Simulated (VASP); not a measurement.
# CuI (Marshite) (F-43m) in VASP: a series of runs, part 2 of 2

VASP 6.6.1. The steps go on from the part before.

### 3 Relaxation of cell and atoms, LDA, target pressure 0.63 GPa, at which the enthalpy is minimised

This run uses another cell than the first one, of 24.95 Å³/atom, 0.896 times its volume.

The input, INCAR:

```
SYSTEM = CuI
PREC = Accurate
ENCUT = 600
EDIFF = 1E-7
ISMEAR = 0
SIGMA = 0.03
LREAL = .False.
LASPH = .True.
NELM = 80
ALGO = Normal
ISIF = 3
LWAVE = .False.
LCHARG = .False.
GGA = CA
IBRION = 2
NSW = 90
EDIFFG = -0.005
PSTRESS = 6.3
```

The input, KPOINTS:

```
Automatic mesh
0
Gamma
  8 8 8
  0 0 0
```

The input, POSCAR:

```
CuI                                     
1.0
    0.0000000000      2.9220745219      2.9220745219
    2.9220745219      0.0000000000      2.9220745219
    2.9220745219      2.9220745219     -0.0000000000
  Cu              I             
     1     1
Direct
     0.2500000000000000    0.2500000000000000    0.2500000000000000
     0.0000000000000000    0.0000000000000000    0.0000000000000000
```

Potentials or basis: VASP PAW LDA potentials, release 64 (Cu, I).

The run is started by

```sh
$ cat potpaw_LDA.64/Cu/POTCAR potpaw_LDA.64/I/POTCAR > POTCAR
$ mpirun -np 1 vasp_std > vasp.out
```

OUTCAR:

```text
SYSTEM = CuI
   PREC = Accurate
   ENCUT = 600
   EDIFF = 1E-7
   ISMEAR = 0
   LREAL = .False.
   LASPH = .True.
   NELM = 80
   ISIF = 3
   GGA = CA
   IBRION = 2
   NSW = 90
   EDIFFG = -0.005
   PSTRESS = 6.3

 ion  position               nearest neighbor table
   1  0.250  0.250  0.250-   2 2.53   2 2.53   2 2.53   2 2.53
   2  0.000  0.000  0.000-   1 2.53   1 2.53   1 2.53   1 2.53

  LATTYP: Found a face centered cubic cell.
 ALAT       =     5.8441490438

  Lattice vectors:

 A1 = (   0.0000000000,   2.9220745219,   2.9220745219)
[... 569 lines left out ...]
     13      13.0707      0.00000

 [... further k-points ...]
[... 5 lines left out ...]
  --------------------------------------------------------------------------------------
  -------------------------------------------------------------------------------------
  Total        0.2055025      0.2055025      0.2055025     -0.0000000      0.0000000      0.0000000
  in kB        6.5981737      6.5981737      6.5981737     -0.0000000      0.0000000      0.0000000
  external PRESSURE =       0.2981737 kB  Pullay stress =       6.3000000 kB

 VOLUME and BASIS-vectors are now :
 -----------------------------------------------------------------------------
  energy-cutoff  :      600.00
  volume of cell :       49.90
      direct lattice vectors                 reciprocal lattice vectors
     0.000000000  2.922074522  2.922074522    -0.171111310  0.171111310  0.171111310
     2.922074522  0.000000000  2.922074522     0.171111310 -0.171111310  0.171111310
     2.922074522  2.922074522  0.000000000     0.171111310  0.171111310 -0.171111310

 POSITION                                       TOTAL-FORCE (eV/Angst)
 -----------------------------------------------------------------------------------
      1.46104      1.46104      1.46104        -0.000000     -0.000000     -0.000000
      0.00000      0.00000      0.00000         0.000000      0.000000      0.000000
 -----------------------------------------------------------------------------------
    total drift:                                0.000000      0.000000      0.000000

  FREE ENERGIE OF THE ION-ELECTRON SYSTEM (eV)
  ---------------------------------------------------
  free  energy   TOTEN  =        -6.9951880794 eV

  energy  without entropy=       -6.9951880794  energy(sigma->0) =       -6.99518808

  enthalpy is  TOTEN    =        -6.7989723471 eV   P V=        0.1962157323

 reached required accuracy - stopping structural energy minimisation
```

OSZICAR:

```text
N       E                     dE             d eps       ncg     rms          rms(c)
DAV:   1     0.102519715704E+03    0.10252E+03   -0.85413E+03   754   0.172E+03
DAV:   2     0.443804237301E+00   -0.10208E+03   -0.96144E+02   769   0.285E+02
DAV:   3    -0.708753744299E+01   -0.75313E+01   -0.74102E+01  1048   0.870E+01
DAV:   4    -0.732400372574E+01   -0.23647E+00   -0.23626E+00   819   0.134E+01
DAV:   5    -0.733604312740E+01   -0.12039E-01   -0.12039E-01  1148   0.354E+00    0.657E+00
DAV:   6    -0.722449160890E+01    0.11155E+00   -0.50743E+00   770   0.714E+01    0.413E+00
DAV:   7    -0.700232109822E+01    0.22217E+00   -0.11607E+00   839   0.431E+01    0.206E+00
DAV:   8    -0.700041992100E+01    0.19012E-02   -0.74514E-02  1122   0.513E+00    0.570E-01
DAV:   9    -0.699534440455E+01    0.50755E-02   -0.17883E-02   924   0.460E+00    0.274E-01
DAV:  10    -0.699538752131E+01   -0.43117E-04   -0.82905E-04   849   0.227E-01    0.211E-01
DAV:  11    -0.699518490977E+01    0.20261E-03   -0.10950E-03  1012   0.124E+00    0.471E-02
DAV:  12    -0.699518895864E+01   -0.40489E-05   -0.14054E-04   974   0.137E-01    0.426E-02
DAV:  13    -0.699518912230E+01   -0.16366E-06   -0.24904E-06  1126   0.155E-02    0.347E-02
DAV:  14    -0.699518958248E+01   -0.46018E-06   -0.31979E-06  1068   0.416E-02    0.232E-02
DAV:  15    -0.699518825094E+01    0.13315E-05   -0.25062E-06   972   0.597E-02    0.910E-03
DAV:  16    -0.699518808363E+01    0.16731E-06   -0.77097E-07  1132   0.241E-02    0.191E-03
DAV:  17    -0.699518807935E+01    0.42789E-08   -0.52390E-08   422   0.483E-03
   1 F= -.67989723E+01 E0= -.67989723E+01  d E =-.679897E+01
```

CONTCAR:

```text
CuI
   1.00000000000000
     0.0000000000000000    2.9220745218999999    2.9220745218999999
     2.9220745218999999    0.0000000000000000    2.9220745218999999
     2.9220745218999999    2.9220745218999999    0.0000000000000000
  Cu              I
     1     1
Direct
     0.2500000000000000    0.2500000000000000    0.2500000000000000
     0.0000000000000000    0.0000000000000000    0.0000000000000000

  0.00000000E+00  0.00000000E+00  0.00000000E+00
  0.00000000E+00  0.00000000E+00  0.00000000E+00
```

It took 25 s on 1 thread of Intel Xeon Platinum 8488C (Sapphire Rapids), shared host; peak memory 0.18 GiB.

What came out:

```yaml
Free_energy: -6.9952 eV
Pressure_after_relaxing: 0.7 GPa
Band_gap_on_the_k_mesh: 1.31 eV, direct
```

Final structure:
```
Cu I
1.0
     0.00000    2.92207    2.92207
     2.92207    0.00000    2.92207
     2.92207    2.92207    0.00000
Cu I
1 1
Direct
  0.25000 0.25000 0.25000
  0.00000 0.00000 0.00000
```

Levels at points of the mesh, in eV from the valence-band top:
```
           k point  band 6  band 7  band 8  band 9  band 10  band 11  band 12  band 13
(0.00, 0.00, 0.00)   -2.43    0.00    0.00    0.00     1.31     4.74     4.74     4.74
(0.50, 0.00, 0.00)   -2.40   -2.34   -0.91   -0.91     2.16     5.32     5.32     7.37
(0.50, 0.50, 0.00)   -2.34   -2.33   -1.97   -1.97     2.39     2.76     9.85    10.29
```

Caveat: the relaxation stopped at its first step, so nothing moved; the cell is relaxed towards a set pressure, so the enthalpy falls and the energy may rise; spin-orbit coupling is left out, which moves the levels of the heavy elements.

### 4 Relaxation of cell and atoms, PBE+D3(BJ)

The input, INCAR:

```
PREC     = Accurate       # precision mode
ENCUT    = 600            # plane-wave cutoff, eV
EDIFF    = 1E-6           # SCF threshold, eV
ISMEAR   = 0              # smearing method
SIGMA    = 0.03           # smearing width, eV
LREAL    = False          # projectors in reciprocal space
LASPH    = True           # aspherical terms in the spheres
NELM     = 80             # most SCF steps
ALGO     = Normal         # electronic algorithm
ISIF     = 3              # what is computed and relaxed
LWAVE    = False          # write WAVECAR
LCHARG   = False          # write CHGCAR
GGA      = PE             # functional
IVDW     = 12             # dispersion correction
IBRION   = 2              # ionic algorithm
NSW      = 90             # ionic steps
EDIFFG   = -0.01          # ionic threshold
```

The input, KPOINTS:

```
regular mesh
0
Gamma
  8 8 8
```

The input, POSCAR:

```
CuI
1.0
    0.0000000000      3.0315000000      3.0315000000
    3.0315000000      0.0000000000      3.0315000000
    3.0315000000      3.0315000000      0.0000000000
Cu I
1 1
Direct
    0.2500000000      0.2500000000      0.2500000000
    0.0000000000      0.0000000000      0.0000000000
```

Potentials or basis: VASP PAW PBE potentials, release 64 (Cu, I).

The run is started by

```sh
$ cat potpaw_PBE.64/Cu/POTCAR potpaw_PBE.64/I/POTCAR > POTCAR
$ mpirun -np 1 vasp_std > vasp.out
```

OUTCAR:

```text
PREC = Accurate
   ENCUT = 600
   EDIFF = 1E-6
   ISMEAR = 0
   LREAL = False
   LASPH = True
   NELM = 80
   ISIF = 3
   GGA = PE
   IVDW = 12
   IBRION = 2
   NSW = 90
   EDIFFG = -0.01
 IVDW          = 12

 ion  position               nearest neighbor table
   1  0.250  0.250  0.250-   2 2.63   2 2.63   2 2.63   2 2.63
   2  0.000  0.000  0.000-   1 2.63   1 2.63   1 2.63   1 2.63

  LATTYP: Found a face centered cubic cell.
 ALAT       =     6.0630000000

  Lattice vectors:

 A1 = (   0.0000000000,   3.0315000000,   3.0315000000)
 A2 = (   3.0315000000,   0.0000000000,   3.0315000000)
 A3 = (   3.0315000000,   3.0315000000,   0.0000000000)

Analysis of symmetry for initial positions (statically):
=====================================================================
 Subroutine PRICEL returns:
 Original cell was already a primitive cell.

 Routine SETGRP: Setting up the symmetry group for a
[... 258 lines left out ...]
  free energy    TOTEN  =        -5.54183391 eV

  energy without entropy =       -5.54183391  energy(sigma->0) =       -5.54183391

 E-fermi :   5.1069     XC(G=0):  -9.1445

 val. band max:        4.9208678091   @ k =   0.0000   0.0000   0.0000
 cond. band min:       6.1869058392   @ k =   0.0000   0.0000   0.0000
 fundamental gap:      1.2660380300
 Fermi energy:         5.1068673610

 k-point     1 :       0.0000    0.0000    0.0000
  band No.  band energies     occupation
      1      -9.3286      2.00000
      2       1.0767      2.00000
      3       1.0767      2.00000
      4       1.0767      2.00000
      5       2.8799      2.00000
      6       2.8799      2.00000
      7       4.9209      2.00000
      8       4.9209      2.00000
      9       4.9209      2.00000
     10       6.1869      0.00000
     11       9.7441      0.00000
     12       9.7441      0.00000
     13       9.7441      0.00000
[... 354 lines left out ...]
  band No.  band energies     occupation
      1      -8.6053      2.00000
      2      -0.6583      2.00000
      3       0.5277      2.00000
      4       1.0663      2.00000
      5       2.8096      2.00000
      6       2.8913      2.00000
      7       3.0153      2.00000
      8       3.4833      2.00000
      9       3.8103      2.00000
     10       8.5112      0.00000
     11       9.5416      0.00000
     12      11.2004      0.00000
     13      12.4326      0.00000

 [... further k-points ...]

------------------------ aborting loop because EDIFF is reached ----------------------------------------

 Edisp (eV)   -0.71946

 E8    (eV) :    -0.3160
[... 25 lines left out ...]
  FREE ENERGIE OF THE ION-ELECTRON SYSTEM (eV)
  ---------------------------------------------------
  free  energy   TOTEN  =        -6.2612935607 eV

  energy  without entropy=       -6.2612935607  energy(sigma->0) =       -6.26129356

 reached required accuracy - stopping structural energy minimisation
```

CONTCAR:

```text
CuI
   1.00000000000000
     0.0000000000000000    2.9869531158701208    2.9869531158701208
     2.9869531158701208    0.0000000000000000    2.9869531158701208
     2.9869531158701208    2.9869531158701208    0.0000000000000000
  Cu              I
     1     1
Direct
     0.2500000000000000    0.2500000000000000    0.2500000000000000
     0.0000000000000000    0.0000000000000000    0.0000000000000000

  0.00000000E+00  0.00000000E+00  0.00000000E+00
  0.00000000E+00  0.00000000E+00  0.00000000E+00
```

Run time: 29 s. Hardware: 1 thread of Intel Xeon 6975P-C (Granite Rapids), shared host; peak memory 0.23 GiB.

What came out:

| Quantity | Value |
| --- | --- |
| Free energy | -6.2613 eV |
| Relaxed volume | 26.65 Å³/atom |
| Relaxed cell | a = 4.224 Å, b = 4.224 Å, c = 4.224 Å, α = 60.00°, β = 60.00°, γ = 60.00° |
| Space group after relaxing (to 0.05 Å) | F-43m (No. 216) |
| Energy gained by relaxing | 7.5 meV/atom |
| Ionic steps | 3 |
| Pressure after relaxing | 0.0 GPa |
| Band gap on the k mesh | 1.27 eV, direct |
| Dispersion energy per atom | -0.360 eV |

The path:
```csv
step,energy change (eV),largest force (eV/Å),pressure (GPa),volume (Å³)
1,0.0000,0.0000,-1.91,55.72
2,-0.0150,0.0000,0.20,53.09
3,-0.0151,0.0000,-0.02,53.30
```

Final structure:
```xyz
2
Lattice="0.0000 2.9870 2.9870 2.9870 0.0000 2.9870 2.9870 2.9870 0.0000" Properties=species:S:1:pos:R:3 pbc="T T T"
Cu    1.4935    1.4935    1.4935
I     0.0000    0.0000    0.0000
```

Caveat: spin-orbit coupling is left out, which moves the levels of the heavy elements.
